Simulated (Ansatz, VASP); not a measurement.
## AgCl: VASP beside Ansatz

Aim: how closely do two programs agree when they are given the same cell, functional and k mesh? The cell is taken from a series of VASP runs on this material, whose earlier steps may have relaxed, scaled or displaced it; both programs get it as it stands.

Program: Ansatz 0.2.0. Level of theory: plane waves, with VASP 6.6.1 beside it; band structure at LDA, band structure at r2SCAN, spin-orbit coupling and dielectric response at LDA. Results are calculated unless marked as measured.

## (1) Starting point

The structure is cubic, space group Fm-3m (No. 225). The conventional cell has a = 5.355 Å, b = 5.355 Å, c = 5.355 Å, α = 90.00°, β = 90.00°, γ = 90.00°. Nearest to Ag lie 6 Cl at 2.68 Å. Nearest to Cl lie 6 Ag at 2.68 Å. Farther neighbours and most contacts between anions are not listed.

## (2) VASP: band structure, LDA

The same path points are solved in both programs, so levels can be compared one by one.

Lines of VASP's logs that name or quote its potential files are left out, and so is its time.

The input, INCAR:

```
SYSTEM = AgCl
PREC = Accurate
ENCUT = 350
EDIFF = 1E-06
NELM = 100
ISMEAR = 0
SIGMA = 0.03
LREAL = .FALSE.
ALGO = Normal
GGA = CA
NBANDS = 21
LORBIT = 11
LWAVE = .FALSE.
LCHARG = .FALSE.
KPAR = 4
```

The input, POSCAR:

```
AgCl
1.0
    0.0000000000      2.6776845797      2.6776845797
    2.6776845797      0.0000000000      2.6776845797
    2.6776845797      2.6776845797      0.0000000000
Ag Cl
1 1
Direct
    0.0000000000      0.0000000000      0.0000000000
    0.5000000000      0.5000000000      0.5000000000
```

The input, KPOINTS:

```
Automatic mesh
0
Gamma
6 6 6
0 0 0
```

The input, KPOINTS_OPT:

```
Line mode
10
Line-mode
Reciprocal
  0.00000000   0.00000000   0.00000000 GAMMA
  0.50000000   0.00000000   0.50000000 X

  0.50000000   0.00000000   0.50000000 X
  0.50000000   0.25000000   0.75000000 W

  0.50000000   0.25000000   0.75000000 W
  0.37500000   0.37500000   0.75000000 K

  0.37500000   0.37500000   0.75000000 K
  0.00000000   0.00000000   0.00000000 GAMMA

  0.00000000   0.00000000   0.00000000 GAMMA
  0.50000000   0.50000000   0.50000000 L

  0.50000000   0.50000000   0.50000000 L
  0.62500000   0.25000000   0.62500000 U

  0.62500000   0.25000000   0.62500000 U
  0.50000000   0.25000000   0.75000000 W

  0.50000000   0.25000000   0.75000000 W
  0.50000000   0.50000000   0.50000000 L

  0.50000000   0.50000000   0.50000000 L
  0.37500000   0.37500000   0.75000000 K

  0.62500000   0.25000000   0.62500000 U
  0.50000000   0.00000000   0.50000000 X
```

The projector-augmented-wave data sets are Ag and Cl (LDA family, release 64).

Launch:

```sh
> mpirun -np 4 vasp_std
```

Numbers of over 12 decimals in the logs are rounded to 6 here.

What it wrote:

```text
[banner, memory and clock lines left out]
running    4 mpi-ranks, on    1 nodes
 distrk:  each k-point on    1 cores,    4 groups
 distr:  one band on    1 cores,    1 groups

 POSCAR found type information on POSCAR AgCl
 POSCAR found :  2 types and       2 ions
 LDA part: xc-table for (Slater(with rela. corr.)+CA(PZ))
 , standard interpolation
 POSCAR, INCAR and KPOINTS ok, starting setup
 FFT: planning ... GRIDC
 FFT: planning ... GRID_SOFT
 FFT: planning ... GRID
 WAVECAR not read
 entering main loop
       N       E                     dE             d eps       ncg     rms          rms(c)
DAV:   1     0.819707171570E+02    0.81971E+02   -0.64678E+03   720   0.563E+02
DAV:   2    -0.385080220718E+01   -0.85822E+02   -0.78666E+02   775   0.164E+02
DAV:   3    -0.693040664919E+01   -0.30796E+01   -0.30643E+01   823   0.314E+01
DAV:   4    -0.694780782156E+01   -0.17401E-01   -0.17399E-01   785   0.260E+00
DAV:   5    -0.694798170548E+01   -0.17388E-03   -0.17388E-03   810   0.247E-01    0.851E+00
DAV:   6    -0.680191580186E+01    0.14607E+00   -0.11735E-01   798   0.509E+00    0.557E+00
DAV:   7    -0.679406308353E+01    0.78527E-02   -0.47695E-02   767   0.114E+00    0.213E+00
DAV:   8    -0.679192074154E+01    0.21423E-02   -0.24667E-03   797   0.382E-01    0.234E-01
DAV:   9    -0.679182973790E+01    0.91004E-04   -0.27580E-04   780   0.159E-01    0.330E-02
DAV:  10    -0.679183215646E+01   -0.24186E-05   -0.68946E-06   787   0.246E-02    0.171E-02
DAV:  11    -0.679183348740E+01   -0.13309E-05   -0.19906E-06   792   0.917E-03    0.460E-03
DAV:  12    -0.679183346151E+01    0.25888E-07   -0.51319E-08   466   0.138E-03
   1 F= -.67918335E+01 E0= -.67918335E+01  d E =-.915098E-32
 Start KPOINTS_OPT (optional k-point list driver)
k-point batch [1-16\100]
       N       E                     dE             ncg
DAV:   1     0.158389061082E+04   -0.47931E+04      688
DAV:   2     0.199660372351E+03   -0.13842E+04      788
DAV:   3     0.155047505020E+03   -0.44613E+02      825
DAV:   4     0.154787151060E+03   -0.26035E+00      772
DAV:   5     0.154784220455E+03   -0.29306E-02      839
DAV:   6     0.154784175299E+03   -0.45156E-04      786
DAV:   7     0.154784174587E+03   -0.71215E-06      703
[...]
k-point batch [97-100\100]
       N       E                     dE             ncg
DAV:   1     0.720078292352E+04   -0.19704E+04      176
DAV:   2     0.686243565967E+04   -0.33835E+03      198
DAV:   3     0.685192772195E+04   -0.10508E+02      206
DAV:   4     0.685187240313E+04   -0.55319E-01      198
DAV:   5     0.685187181554E+04   -0.58759E-03      206
DAV:   6     0.685187180669E+04   -0.88483E-05      211
DAV:   7     0.685187180656E+04   -0.13749E-06      190
```

From OUTCAR (step 2):

```text
ion  position               nearest neighbor table
   1  0.000  0.000  0.000-   2 2.68   2 2.68   2 2.68   2 2.68   2 2.68   2 2.68
   2  0.500  0.500  0.500-   1 2.68   1 2.68   1 2.68   1 2.68   1 2.68   1 2.68

  LATTYP: Found a face centered cubic cell.
 ALAT       =     5.3553691594

 Subroutine GETGRP returns: Found 48 space group operations
 (whereof 48 operations were pure point group operations)

The static configuration has the point symmetry O_h .

 Found     16 irreducible k-points:

   k-points           NKPTS =     16   k-points in BZ     NKDIM =     16   number of bands    NBANDS=     21

   dimension x,y,z NGX =    24 NGY =   24 NGZ =   24
   dimension x,y,z NGXF=    48 NGYF=   48 NGZF=   48

   ENCUT  =  350.0 eV  25.72 Ry    5.07 a.u.   5.78  5.78  5.78*2*pi/ulx,y,z

   NELECT =      18.0000    total number of electrons

 k-points in reciprocal lattice and weights: Automatic mesh
   0.00000000  0.00000000  0.00000000       0.005
   0.16666667  0.00000000  0.00000000       0.037
   0.33333333  0.00000000  0.00000000       0.037
   0.50000000  0.00000000  0.00000000       0.019
   0.16666667  0.16666667  0.00000000       0.028
   0.33333333  0.16666667  0.00000000       0.111
   0.50000000  0.16666667  0.00000000       0.111
  -0.33333333  0.16666667  0.00000000       0.111
  -0.16666667  0.16666667  0.00000000       0.056
[...]
-0.33333333  0.33333333  0.16666667       0.111
  -0.33333333  0.50000000  0.16666667       0.056

 average (electrostatic) potential at core
       1 -72.5601       2 -94.6284

 E-fermi :   5.2555

 k-point     1 :       0.0000    0.0000    0.0000
  band No.  band energies     occupation
    ...
      5       2.0529      2.00000
      6       2.0529      2.00000
      7       2.2558      2.00000
      8       2.2558      2.00000
      9       2.2558      2.00000
     10       5.6600      0.00000
     11      15.7240      0.00000
     12      15.7240      0.00000
     13      15.7240      0.00000
     14      16.8731      0.00000
    ...

 k-point     2 :       0.1667    0.0000    0.0000
  band No.  band energies     occupation
    ...
      5       2.1256      2.00000
      6       2.1256      2.00000
      7       2.4404      2.00000
      8       3.4204      2.00000
      9       3.4204      2.00000
     10       6.9301      0.00000
     11      13.6240      0.00000
     12      14.9900      0.00000
     13      14.9900      0.00000
     14      16.9985      0.00000
    ...

 k-point     3 :       0.3333    0.0000    0.0000
  band No.  band energies     occupation
    ...
      5       2.3687      2.00000
      6       2.3687      2.00000
      7       2.7077      2.00000
      8       4.5288      2.00000
      9       4.5288      2.00000
     10       8.4923      0.00000
     11      11.9902      0.00000
     12      13.0797      0.00000
     13      13.0797      0.00000
     14      17.7739      0.00000
    ...

  Total       -0.1029190     -0.1029190     -0.1029190      0.0000000      0.0000000     -0.0000000
  in kB       -4.2943525     -4.2943525     -4.2943525      0.0000000      0.0000000     -0.0000000
  external PRESSURE =      -4.2943525 kB  Pullay stress =       0.0000000 kB

  energy-cutoff  :      350.00
  volume of cell :       38.40
      direct lattice vectors                 reciprocal lattice vectors
     0.000000000  2.677684580  2.677684580    -0.186728491  0.186728491  0.186728491
     2.677684580  0.000000000  2.677684580     0.186728491 -0.186728491  0.186728491
     2.677684580  2.677684580  0.000000000     0.186728491  0.186728491 -0.186728491

 POSITION                                       TOTAL-FORCE (eV/Angst)
 -----------------------------------------------------------------------------------
      0.00000      0.00000      0.00000         0.000000     -0.000000     -0.000000
      2.67768      2.67768      2.67768        -0.000000      0.000000      0.000000
 -----------------------------------------------------------------------------------
    total drift:                                0.000000     -0.000000     -0.000000

  FREE ENERGIE OF THE ION-ELECTRON SYSTEM (eV)
  ---------------------------------------------------
  free  energy   TOTEN  =        -6.7918334615 eV

  energy  without entropy=       -6.7918334615  energy(sigma->0) =       -6.79183346

 total charge
# of ion       s       p       d       tot
------------------------------------------
    1        0.241   0.187   9.349   9.777
    2        1.601   3.446   0.000   5.047
--------------------------------------------------
tot          1.842   3.633   9.349  14.825

[... 3 further parts left out ...]
```

The run ends at a pressure of -0.43 GPa.

## (3) Ansatz: band structure, LDA

Ansatz runs on its default PAW (the set named soft_2) files.

The same cell, functional (in two slightly different forms), mesh and smearing now go to Ansatz, which takes its cutoff from its data sets.

The input, input.yaml:

```yaml
crystal:
  lattice:
    - [0.0, 2.6776845797, 2.6776845797]
    - [2.6776845797, 0.0, 2.6776845797]
    - [2.6776845797, 2.6776845797, 0.0]
  atoms:
    - { symbol: Ag, position: [0.0, 0.0, 0.0] }
    - { symbol: Cl, position: [0.5, 0.5, 0.5] }
hamiltonian:
  xc: lda
  pseudopotentials: { kind: paw }
kpoints:
  mp_grid: { grid: [6, 6, 6] }
  band_path:
    path:
      - [0.0, 0.0, 0.0]
      - [0.16667, 0.0, 0.16667]
      - [0.33333, 0.0, 0.33333]
      - [0.5, 0.0, 0.5]
      - [0.5, 0.08333, 0.58333]
      - [0.5, 0.19444, 0.69444]
      - [0.5, 0.25, 0.75]
      - [0.45833, 0.29167, 0.75]
      - [0.40278, 0.34722, 0.75]
      - [0.375, 0.375, 0.75]
      - [0.20833, 0.20833, 0.41667]
      - [0.08333, 0.08333, 0.16667]
      - [0.0, 0.0, 0.0]
      - [0.22222, 0.22222, 0.22222]
      - [0.38889, 0.38889, 0.38889]
      - [0.5, 0.5, 0.5]
      - [0.51389, 0.47222, 0.51389]
      - [0.55556, 0.38889, 0.55556]
      - [0.61111, 0.27778, 0.61111]
      - [0.61111, 0.25, 0.63889]
      - [0.56944, 0.25, 0.68056]
      - [0.51389, 0.25, 0.73611]
      - [0.5, 0.27778, 0.72222]
      - [0.5, 0.38889, 0.61111]
      - [0.5, 0.47222, 0.52778]
      - [0.48611, 0.48611, 0.52778]
      - [0.43056, 0.43056, 0.63889]
      - [0.38889, 0.38889, 0.72222]
      - [0.59722, 0.19444, 0.59722]
      - [0.55556, 0.11111, 0.55556]
      - [0.5, 0.0, 0.5]
    npoints: 1
scf:
  occupations: { method: gaussian, width: 0.03 }
  n_extra_bands: 7
output:
  forces: true
  stress: true
  eigenvalues: true
```

Launch:

```sh
> ansatz run input.yaml --threads 2 --pin off --max-ram 4608MiB --backend cpu --events-out ev --progress --plain --runs-dir out
```

What it wrote:

```text
scf.n_extra_bands = 7 over 13 filled bands (N_el = 26.0): the run solves 20 bands
Engine: ansatz 0.2.0, aarch64-unknown-linux-gnu
Pseudopotentials: kind: paw
Pseudopotential: Ag, paw, valence charge 19, recommended cutoff 420 eV (normal), Ag.paw.azcp
Pseudopotential: Cl, paw, valence charge 7, recommended cutoff 420 eV (normal), Cl.paw.azcp
Functional definition: SPW92
  exchange = slater_x
  correlation = pw_c
Crystal: 2 atoms, lattice volume = 38.398 Å³
Basis set: ecut = 420 eV, 749 PW (Γ)
Bands: 20, of which v1, the nominal top of the filled ones, is band 13 counted from 1 (12 counted from 0)
Symmetry: 48 space group operations
Space group: Fm-3m (ITA 225), of the structure as read, at distance tolerance 3.4e-5 Å
k-points: 16 of 216
Non-local potential: Ag, projectors of the file, l = 0: 3, l = 1: 2, l = 2: 2, l = 3: 1
Non-local potential: Cl, projectors of the file, l = 0: 2, l = 1: 2, l = 2: 2
PAW form: soft (Blöchl's): semilocal exchange-correlation on the pseudo side does not see the compensation charge
PAW frozen core: Ag, regenerated for the run's functional, and the local potential with it (the file was generated under x = pbe(κ = 0.804, μ = 0.219515), c = pbe(β = 0.066725))
PAW frozen core: Cl, regenerated for the run's functional, and the local potential with it (the file was generated under x = pbe(κ = 0.804, μ = 0.219515), c = pbe(β = 0.066725))
PAW one-centre angular grid: Ag, 590 points (default); XC on 64 Gauss nodes
PAW one-centre angular grid: Cl, 110 points (default); XC on 64 Gauss nodes
Initial density: superposition of atomic densities (neutral atoms: chi_scale 0, normalization atom), corrected by the library's trained network
Initial wavefunctions: pseudopotential atomic-orbital guess
Functional: x = slater, c = lda
SCF iter   1: F=—  HF=-8502.943358 eV  |F-HF|=—  |Δ(HF+E_count)|=         —  Δρ=1.23e-2  dr2=5.07e-2  ethr=1.77e-3  ⟨swp⟩=5.8  Hψ=1576  notcnv=0  defer=2
preconditioner: auto → none  [insulator: Δε(μ)=0.480 eV  Ē_g=13.989 eV  σ=0.030 eV  W_gap=1.00  n_scr=14 (ndim 8)  ℏωp=25.4 eV  f_vac=0.019  D(μ)=0.00/eV (n_scr^D=0)  ε∞_Penn≈4.3]
SCF iter   2: F=—  HF=-8502.928533 eV  |F-HF|=—  |Δ(HF+E_count)|=   1.48e-2  Δρ=4.94e-3  dr2=4.86e-3  ethr=1.95e-4  ⟨swp⟩=2.3  Hψ=654  notcnv=0  defer=38
SCF iter   3: F=—  HF=-8502.927081 eV  |F-HF|=—  |Δ(HF+E_count)|=   1.45e-3  Δρ=2.11e-3  dr2=8.60e-4  ethr=1.87e-5  ⟨swp⟩=2.6  Hψ=544  notcnv=0  defer=38
SCF iter   4: F=—  HF=-8502.926868 eV  |F-HF|=—  |Δ(HF+E_count)|=   2.14e-4  Δρ=7.96e-4  dr2=1.39e-4  ethr=3.31e-6  ⟨swp⟩=2.1  Hψ=368  notcnv=0  defer=38
SCF iter   5: F=—  HF=-8502.926821 eV  |F-HF|=—  |Δ(HF+E_count)|=   4.69e-5  Δρ=1.06e-4  dr2=2.19e-6  ethr=5.36e-7  ⟨swp⟩=1.8  Hψ=368  notcnv=0  defer=38
SCF iter   6: F=—  HF=-8502.926804 eV  |F-HF|=—  |Δ(HF+E_count)|=   1.69e-5  Δρ=1.03e-5  dr2=3.13e-8  ethr=3.85e-10  ⟨swp⟩=6.9  Hψ=1521  notcnv=0
SCF iter   7: F=-8502.926804 eV  HF=-8502.926804 eV  |F-HF|=5.46e-11  |Δ(HF+E_count)|=   8.52e-9  Δρ=1.05e-6  dr2=2.03e-10  ethr=1.20e-10  ⟨swp⟩=2.0  Hψ=947  notcnv=0
SCF 1 converged in 7 iterations: F = -8502.926804 eV  dr2 = 2.03e-10
  greatest PAW one-centre occupation: 1.002 electrons in one spin orbital (limit 2), on the Ag atom at site 0 (counted from 0), in its partial waves of l = 0
NSCF: frozen V_eff on 31 k-points
SCF converged after 7 iterations
Free energy (F): -8502.926804 eV
Harris-Foulkes:  -8502.926804 eV  (|F-HF|=5.46e-11)
Internal energy: -8502.926804 eV  (E = F + TS)
E sigma→0 (E₀):  -8502.926804 eV
Fermi energy:    9.998117 eV
--- Per-component energies (eV) ---
  E_band       = -329.416406
  E_kinetic    = 690.345571
  E_local      = -3052.020481  (includes V_loc(G=0)·N_el)
  E_nonlocal   = 120.651837
  E_hartree    = 1341.067878
  E_xc         = -288.215028
  E_vxc        = -354.259846  (∫ρ·V_xc dr)
  E_paw        = -4398.752014  (= ΣΔE_a)
  E_vpaw       = -416.270115  (= ΣTr[D̂ρ^β])
  E_aug_tail   = 0.000369  (compensation charges beyond the density's cutoff)
  E_ewald      = -2916.920235
  E_core_change = 0.915299  (= ΣΔE_core)
  E_smearing   = -0.000000  (= −TS)
  E_closure    = -0.000000  (closes the sum)
  Σ components = -8502.926804   (vs F -8502.926804, Δ=0.00e0)
--- Forces (eV/Å), atoms counted from 1 ---
  atom   1  Ag    -0.00000000    -0.00000000    -0.00000000
  atom   2  Cl     0.00000000    -0.00000000    -0.00000000
  max |Σ_I F_I| component: 5.88e-30 eV/Å
--- Stress (GPa, compression-positive) ---
       -0.026839       0.000000       0.000000
        0.000000      -0.026839       0.000000
        0.000000       0.000000      -0.026839
  P = ⅓ Tr σ = -0.0268 GPa (-0.268 kbar)
--- Band table (eV; the first three rows and the last of 16) ---
  k-point 0: bands = [... 9 lower, 6.7296, 6.9328, 6.9328, 6.9328, 10.3095, 20.1899, 20.1899, 20.1899, ... 3 higher]
  k-point 1: bands = [... 9 lower, 6.8031, 7.1158, 8.0955, 8.0955, 11.5847, 18.2172, 19.5241, 19.5241, ... 3 higher]
  k-point 2: bands = [... 9 lower, 7.0461, 7.3830, 9.2022, 9.2022, 13.1506, 16.6247, 17.6585, 17.6585, ... 3 higher]
  k-point 15: bands = [... 9 lower, 7.3308, 7.3527, 7.3533, 8.0280, 13.0101, 17.1720, 17.7592, 18.5504, ... 3 higher]
```

Run time: 0.74 s. Hardware: 2 threads of Arm Neoverse V2, shared host; peak memory 0.27 GiB.

Reading the cycles: dr2 is the Hartree energy of the density residual (eV), the measure of convergence; HF is the Harris–Foulkes estimate of the energy, which meets the free energy F at convergence.

## (4) Differences

Known differences besides the potentials themselves: the two LDA forms differ slightly; the data sets hold 26 valence electrons in Ansatz (default PAW (the set named soft_2) files) and 18 in VASP; the cutoff is 420 eV in Ansatz and 350 eV in VASP; VASP's log shows a relativistic correction to its local exchange, Ansatz's none. Total energies have different zeros and are not compared.

Both answers:

```
                     quantity  Ansatz   VASP  difference
               pressure (GPa)   -0.03  -0.43       +0.40
gap over the path points (eV)   0.626  0.649      -0.023
```

Levels at points of the path, from each program's valence-band top (eV; 4 filled, then empty):

```
k (reciprocal lattice)                                    Ansatz                                      VASP
     0.000 0.000 0.000  -2.95 -2.75 -2.75 -2.75 0.63 10.51 10.51  -2.96 -2.75 -2.75 -2.75 0.65 10.71 10.71
     0.167 0.000 0.167    -2.89 -2.23 -2.23 -1.77 2.45 8.62 9.00    -2.90 -2.23 -2.23 -1.77 2.47 8.70 9.10
     0.333 0.000 0.333    -2.77 -2.16 -2.16 -1.70 2.98 7.44 7.96    -2.77 -2.16 -2.16 -1.70 3.01 7.46 8.04
     0.500 0.000 0.500    -2.71 -2.35 -2.35 -2.19 1.89 7.64 8.75    -2.71 -2.36 -2.36 -2.19 1.93 7.71 8.74
     0.500 0.083 0.583    -2.42 -2.35 -2.34 -2.02 2.29 7.56 8.54    -2.42 -2.36 -2.34 -2.02 2.32 7.63 8.55
     0.500 0.194 0.694    -2.35 -2.34 -2.32 -1.58 3.71 7.51 7.92    -2.36 -2.35 -2.32 -1.58 3.74 7.57 7.95
     0.500 0.250 0.750    -2.41 -2.35 -2.32 -1.53 4.12 7.66 7.66    -2.42 -2.36 -2.32 -1.53 4.16 7.70 7.70
     0.458 0.292 0.750    -2.41 -2.29 -2.19 -1.49 3.91 7.25 7.82    -2.41 -2.29 -2.19 -1.49 3.94 7.29 7.86
     0.403 0.347 0.750    -2.43 -2.22 -2.01 -1.34 3.40 7.03 8.00    -2.43 -2.23 -2.01 -1.34 3.43 7.07 8.03
     0.375 0.375 0.750    -2.43 -2.21 -1.99 -1.31 3.30 7.01 8.02    -2.44 -2.22 -1.99 -1.31 3.34 7.05 8.05
```

Among the levels compared at these points, filled levels agree within 5 meV and empty ones within 207 meV.

## (5) Ansatz: band structure, r2SCAN, spin-orbit coupling

The same path points are solved in both programs, so levels can be compared one by one. The cell compared in this pair holds 42.63 Å³, against 38.40 Å³ for the pair before.

The cell is taken from a series of VASP runs on this material, whose earlier steps may have relaxed, scaled or displaced it; both programs get it as it stands.

input.yaml, as its differences from that of step 3:

```diff
@@ -2,5 +2,5 @@
   lattice:
-    - [0.0, 2.6776845797, 2.6776845797]
-    - [2.6776845797, 0.0, 2.6776845797]
-    - [2.6776845797, 2.6776845797, 0.0]
+    - [0.0, 2.7726629968, 2.7726629968]
+    - [2.7726629968, 0.0, 2.7726629968]
+    - [2.7726629968, 2.7726629968, 0.0]
   atoms:
@@ -9,4 +9,7 @@
 hamiltonian:
-  xc: lda
-  pseudopotentials: { kind: paw }
+  xc: r2scan
+  pseudopotentials: { kind: paw_fr }
+magnetization:
+  noncollinear: true
+  spin_orbit: true
 kpoints:
@@ -49,3 +52,3 @@
   occupations: { method: gaussian, width: 0.03 }
-  n_extra_bands: 7
+  n_extra_bands: 14
 output:
```

What it wrote:

```text
[...]
non-collinear run that drives no moment, with spin-orbit: no starting moment large enough to seed its density (crystal.atoms[].spin), no starting occupations that ask for one, no magnetisation constraint and no magnetic field, so the semilocal B_xc is pinned to zero
Crystal: 2 atoms, lattice volume = 42.631 Å³
[...]
k-point 1: bands = [... 22 lower, 6.4978, 6.4978, 6.5351, 6.5351, 10.3845, 10.3845, 17.1260, 17.1260, ... 10 higher]
  k-point 2: bands = [... 22 lower, 7.4127, 7.4127, 7.4581, 7.4581, 12.0329, 12.0329, 15.3797, 15.3797, ... 10 higher]
  k-point 15: bands = [... 22 lower, 6.0575, 6.0575, 6.5741, 6.5741, 11.9446, 11.9446, 16.0021, 16.0021, ... 10 higher]
[key lines of the parts left out:]
SCF converged after 7 iterations
Magnetization: |M| = 0.0000 μB,  M = (+0.0000, +0.0000, +0.0000) μB
Free energy (F): -8680.699445 eV
Fermi energy:    8.560781 eV
P = ⅓ Tr σ = -0.0254 GPa (-0.254 kbar)
```

Elapsed: 8.7 s, on 2 threads; peak memory 0.53 GiB; 17 s of CPU time.

(Part 1 of 2 ends here.)

[Lines on the potential files, build, host, timing and source positions are cut from VASP's logs without a mark.]

[Logs are printed without paths, hosts, clocks, repeated set-up lines and the standing remarks that a program may print on its own settings, such as how far it seeks lower states.]

[Hosts, paths, dates, database ids (printed as entryN), source tags and the programs' standing remarks are cut or masked in the printed files.]
